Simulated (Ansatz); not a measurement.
# Pt: a prediction, then the measurements

These are results of DFT PBE, scalar-relativistic, plane waves, PAW in Ansatz 0.2.0, not measurements.

Cutoff 420 eV; k points 18×18×18 on the computed 1-atom cell (Γ-centred); Gaussian smearing, width 0.10 eV; no spin polarisation.

Relaxed structure, symmetry kept:

```
Pt
1.0
     0.00000    1.98506    1.98506
     1.98506    0.00000    1.98506
     1.98506    1.98506    0.00000
Pt
1
Direct
  0.00000 0.00000 0.00000
```

* Space group: Fm-3m (No. 225)
* Volume per atom: 15.64 Å³
* Formation energy from the elements' standard states (uncorrected): +0.007 eV/atom
* Kohn–Sham band gap: none (metal)
* Density of states at the Fermi level: 2.26 states/eV per cell
* Löwdin character within 0.5 eV of the Fermi level: Pt 5d 96 %
* Bulk modulus: 248 GPa
* Its pressure derivative: 5.4
* Bader charges (e): Pt (1 in the cell) 0.00

Spin-orbit coupling is left out, which matters for the bands of heavy elements.

**The experiment to reproduce.**

From a printed reference work, textbook, for a bulk crystal of Pt at 300 K: lattice constant a 3.9239 Å.

Measured lattice constant a of Pt: 3.9239 Å (300 K; a printed reference work, textbook). This calculation gives 3.970 Å (+1.2 %). The calculation is for 0 K without zero-point motion.